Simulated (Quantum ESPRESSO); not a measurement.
Crystal: BAs.

```
As B
1.0
     0.00000    2.38850    2.38850
     2.38850    0.00000    2.38850
     2.38850    2.38850    0.00000
As B
1 1
Cartesian
  3.5827 3.5827 3.5827
  0.0000 0.0000 0.0000
```

Base run:

| Quantity | Value |
| --- | --- |
| Program | Quantum ESPRESSO 7.5 |
| Functional | WC |
| Potentials or basis | GBRV 1.5 PBE |
| Cutoff | 612 eV |
| Density cutoff | 4898 eV |
| k mesh | 8 × 8 × 8, shifted |
| Occupations | fermi-dirac, width 0.05 eV |
| Spin | no spin polarisation |

Its results: pressure 0.5 GPa; electronic dielectric tensor (diagonal) 9.87.

**Question.** After a change of settings the same cell gave: pressure -2.6 GPa; electronic dielectric tensor (diagonal) 9.74. Which change was it?
A. functional from WC to LDA; potentials or basis from GBRV 1.5 PBE to GBRV 1.5 LDA
B. functional from WC to AM05
C. functional from WC to PBEsol; potentials or basis from GBRV 1.5 PBE to GBRV 1.5 PBEsol

**Answer.** A.

Caveats: the potentials were made for another functional, which shifts forces and pressure (some runs).

Not every run made on this cell is shown here.
